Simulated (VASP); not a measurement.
# WC (P-6m2) in VASP: phonons with PBE

Aim: the phonons of WC with PBE.

Program: VASP 6.6.1. These are calculated values, not measurements. Logs are shortened: lines on timing, memory, paths and dates and some standing lists are left out, and cuts for length are marked.

## (1) The structure

It takes space group P-6m2 (No. 187, hexagonal). Conventional cell: a = 2.907 Å, b = 2.907 Å, c = 2.837 Å, α = 90.00°, β = 90.00°, γ = 120.00°. Around W (site symmetry -6m2) lie 6 C at 2.20 Å. C (site symmetry -6m2) has 6 W at 2.20 Å as nearest neighbours.

## (2) Phonons, PBE

File POSCAR:

```
WC
1.0
    2.9065000000      0.0000000000      0.0000000000
   -1.4532500000      2.5171028400      0.0000000000
    0.0000000000      0.0000000000      2.8366000000
W C
1 1
Direct
    0.0000000000      0.0000000000      0.0000000000
    0.6666666700      0.3333333300      0.5000000000
```

File INCAR.step1:

```
SYSTEM = WC
PREC = Accurate
ENCUT = 600
EDIFF = 1E-8
ISMEAR = 0
SIGMA = 0.1
LREAL = .FALSE.
LASPH = .TRUE.
NELM = 100
ALGO = Fast
ISIF = 3
LWAVE = .FALSE.
LCHARG = .FALSE.
GGA = PE
IBRION = 2
NSW = 40
EDIFFG = -0.002
```

File INCAR.step2:

```
SYSTEM = WC
PREC = Accurate
ENCUT = 600
EDIFF = 1E-8
ISMEAR = 0
SIGMA = 0.1
LREAL = .FALSE.
LASPH = .TRUE.
NELM = 100
ALGO = Fast
ISIF = 2
LWAVE = .FALSE.
LCHARG = .FALSE.
GGA = PE
IBRION = 8
NSW = 1
```

File KPOINTS:

```
regular mesh
0
G
  18 18 14
  0 0 0
```

Potentials or basis: VASP PAW PBE potentials, release 64 (W_sv, C).

The run is started by

```
$ cat potpaw_PBE.64/W_sv/POTCAR potpaw_PBE.64/C/POTCAR > POTCAR
$ cp INCAR.step1 INCAR
$ mpirun -np 1 vasp_std > vasp.out
$ cp CONTCAR POSCAR
$ cp INCAR.step2 INCAR
$ mpirun -np 1 vasp_std > vasp.out
```

OUTCAR:

```text
SYSTEM = WC
   PREC = Accurate
   ENCUT = 600
   EDIFF = 1E-8
   ISMEAR = 0
   LREAL = .FALSE.
   LASPH = .TRUE.
   NELM = 100
   ISIF = 2
   GGA = PE
   IBRION = 8
   NSW = 1

 ion  position               nearest neighbor table
   1  0.000  0.000  0.000-   2 2.21   2 2.21   2 2.21   2 2.21   2 2.21   2 2.21
   2  0.667  0.333  0.500-   1 2.21   1 2.21   1 2.21   1 2.21   1 2.21   1 2.21

  LATTYP: Found a hexagonal cell.
 ALAT       =     2.9240003710
 C/A-ratio  =     0.9746487795

  Lattice vectors:

 A1 = (   2.9240003710,   0.0000000000,   0.0000000000)
 A2 = (  -1.4620001855,   2.5322586060,   0.0000000000)
 A3 = (   0.0000000000,   0.0000000000,   2.8498733930)

Analysis of symmetry for initial positions (statically):
=====================================================================
 Subroutine PRICEL returns:
 Original cell was already a primitive cell.

 Routine SETGRP: Setting up the symmetry group for a
 hexagonal supercell.

 Subroutine GETGRP returns: Found 12 space group operations
 (whereof 12 operations were pure point group operations)
 out of a pool of 24 trial point group operations.

The static configuration has the point symmetry D_3h.

Analysis of symmetry for dynamics (positions and initial velocities):
=====================================================================
 Subroutine PRICEL returns:
 Original cell was already a primitive cell.

 Routine SETGRP: Setting up the symmetry group for a
 hexagonal supercell.

 Subroutine GETGRP returns: Found 12 space group operations
 (whereof 12 operations were pure point group operations)
 out of a pool of 24 trial point group operations.

The dynamic configuration has the point symmetry D_3h.

 Subroutine INISYM returns: Found 12 space group operations
 (whereof 12 operations are pure point group operations),
 and found     1 'primitive' translations

[... 549 lines left out ...]

 VOLUME and BASIS-vectors are now :
 -----------------------------------------------------------------------------
  energy-cutoff  :      600.00
  volume of cell :       21.10
      direct lattice vectors                 reciprocal lattice vectors
     2.924000371  0.000000000  0.000000000     0.341997221  0.197452187  0.000000000
    -1.462000186  2.532258606  0.000000000     0.000000000  0.394904374  0.000000000
     0.000000000  0.000000000  2.849873393     0.000000000  0.000000000  0.350892781

 POSITION                                       TOTAL-FORCE (eV/Angst)
 -----------------------------------------------------------------------------------
      0.00000      0.00000      0.00000         0.000000      0.000000      0.000000
      1.46200      0.84409      1.42494        -0.000000      0.000000      0.000000
 -----------------------------------------------------------------------------------
    total drift:                               -0.000003      0.000002     -0.000000

  FREE ENERGIE OF THE ION-ELECTRON SYSTEM (eV)
  ---------------------------------------------------
  free  energy   TOTEN  =       -22.4510510469 eV

  energy  without entropy=      -22.4496512113  energy(sigma->0) =      -22.45035113

[... ionic steps 2 to 3 ...]

--------------------------------------- Ionic step        4  -------------------------------------------

------------------------ aborting loop because EDIFF is reached ----------------------------------------
[... 11 lines left out ...]
[... ionic steps 8 to 8 ...]

--------------------------------------- Ionic step        9  -------------------------------------------

 Free energy of the ion-electron system (eV)
  ---------------------------------------------------
  ---------------------------------------------------
  free energy    TOTEN  =        -0.12188105 eV

  energy without entropy =       -0.12188105

------------------------ aborting loop because EDIFF is reached ----------------------------------------

 INTERNAL STRAIN TENSOR  FOR ION    2  DIRECTION 3   (eV/Angst):
 -----------------------------------------------------------------------------
     0.01339  0.00000  0.00000
     0.00000  0.01339  0.00000
     0.00000  0.00000 -0.02096

 INTERNAL STRAIN TENSOR FOR ION    2 for displacements in x,y,z  (eV/Angst):
          X           Y           Z          XY          YZ          ZX
  --------------------------------------------------------------------------------
  x    -0.00000     0.00000     0.00000    -5.20803     0.00000     0.00000
  y    -5.20803     5.20803     0.00000     0.00000     0.00000     0.00000
  z     0.00000     0.00000     0.00000     0.00000     0.00000     0.00000

 SECOND DERIVATIVES (NOT SYMMETRIZED)
 ------------------------------------
               1X          1Y          1Z          2X          2Y          2Z
  1X   -14.815628    0.000000    0.000000   14.815628    0.000000    0.000000
  1Y     0.000000  -14.815628    0.000000    0.000000   14.815628    0.000000
  1Z     0.000000    0.000000  -13.285985   -0.000000    0.000000   13.285985
  2X    14.816320    0.000000    0.000000  -14.816320   -0.000000    0.000000
  2Y     0.000000   14.816320    0.000000    0.000000  -14.816320    0.000000
  2Z     0.000000    0.000000   13.289825   -0.000000    0.000000  -13.289825

 Eigenvectors and eigenvalues of the dynamical matrix
 ----------------------------------------------------

   1 f  =   17.921438 THz   112.603718 2PiTHz  597.794834 cm-1    74.117080 meV
             X         Y         Z           dx          dy          dz
      0.000000  0.000000  0.000000     0.000000    0.247632   -0.000000
      1.462000  0.844086  1.424937     0.000000   -0.968854    0.000000
[... 21 lines left out ...]
   6 f/i=    0.000588 THz     0.003697 2PiTHz    0.019627 cm-1     0.002433 meV
             X         Y         Z           dx          dy          dz
      0.000000  0.000000  0.000000     0.000000    0.000000    0.968861
      1.462000  0.844086  1.424937    -0.000000    0.000000    0.247603

--------------------------------------------------------------------------------------------------------

 ELASTIC MODULI CONTR FROM IONIC RELAXATION (kBar)
 Direction    XX          YY          ZZ          XY          YZ          ZX
 --------------------------------------------------------------------------------
 XX        -110.6044    110.6044      0.0000     -0.0000      0.0000      0.0000
 YY         110.6044   -110.6044      0.0000      0.0000      0.0000      0.0000
 ZZ           0.0000      0.0000      0.0000      0.0000      0.0000      0.0000
 XY          -0.0000      0.0000      0.0000   -110.6044      0.0000      0.0000
 YZ           0.0000      0.0000      0.0000      0.0000      0.0000      0.0000
 ZX           0.0000      0.0000      0.0000      0.0000      0.0000      0.0000
 --------------------------------------------------------------------------------
```

Wall time 52 min (1 thread of AMD EPYC 7R43 (Zen 3), shared host); peak memory 0.92 GiB.

What came out:

| Item | Value |
| --- | --- |
| Relaxed volume | 10.55 Å³/atom |
| Relaxed cell | a = 2.924 Å, b = 2.924 Å, c = 2.850 Å, α = 90.00°, β = 90.00°, γ = 120.00° |
| Space group after relaxing (to 0.05 Å) | P-6m2 (No. 187) |
| Highest phonon frequency at Γ, LO-TO splitting left out | 598 cm⁻¹ |

The path:
```csv
step,energy change (eV),largest force (eV/Å),pressure (GPa),volume (Å³)
1,0.0000,0.0000,6.63,20.75
2,0.0426,0.0000,-15.76,22.07
3,-0.0070,0.0000,-0.10,21.10
4,-0.0070,0.0000,0.02,21.10
5,-0.0070,0.0000,0.03,21.10
6,-0.0071,0.0000,0.03,21.10
7,-0.0071,0.0000,0.03,21.10
8,-0.0071,0.0000,-0.05,21.10
9,-0.0071,0.0000,0.01,21.10
```

Final structure:
```xyz
2
Lattice="2.9240 0.0000 0.0000 -1.4620 2.5323 0.0000 0.0000 0.0000 2.8499" Properties=species:S:1:pos:R:3 pbc="T T T"
W     0.0000    0.0000    0.0000
C     1.4620    0.8441    1.4249
```

Phonon frequencies in cm⁻¹ (negative: imaginary):
| q point | frequencies |
| --- | --- |
| (0.000, 0.000, 0.000) | 0 0 0 566 598 598 |
